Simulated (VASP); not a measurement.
MgS, 2 atoms in the cell. It takes space group I4mm (No. 107, tetragonal). The conventional cell has a = 3.683 Å, b = 3.683 Å, c = 5.209 Å, α = 90.00°, β = 90.00°, γ = 90.00°. Mg (site symmetry 4mm) has 6 S at 2.55 to 2.65 Å as nearest neighbours. Around S (site symmetry 4mm) lie 6 Mg at 2.55 to 2.65 Å. The cell is a database's computed one.

| Property | Result |
| --- | --- |
| Program | VASP 6.6.1 |
| Task | single point |
| Functional | PBE |
| Potentials or basis | VASP PAW PBE potentials, release 64 (Mg, S) |
| Cutoff | 520 eV |
| k mesh | 2 × 2 × 2 |
| Occupations | gaussian, width 0.1 eV |
| Spin | collinear spin, zero start |
| Starting moments | [0.0, 0.0] μB |
| Dipole correction | no |
| Further INCAR settings | ALGO = Fast; EDIFF = 1e-07; NBANDS = 15 |

Potentials or basis: VASP PAW PBE potentials, release 64 (Mg, S).

Launch:

```console
$ cat potpaw_PBE.64/Mg/POTCAR potpaw_PBE.64/S/POTCAR > POTCAR
$ mpirun -np 1 vasp_std > vasp.out
```

Hardware: 1 thread of AMD EPYC 9R45 96-Core Processor (Zen 5), on a shared host.

Question: Estimate the wall time of this run.

Answer: Run time: 6.1 s on 1 thread of AMD EPYC 9R45 96-Core Processor (Zen 5), on a shared host, peak memory 0.13 GiB. Counts: scf iterations 16, k points 4.
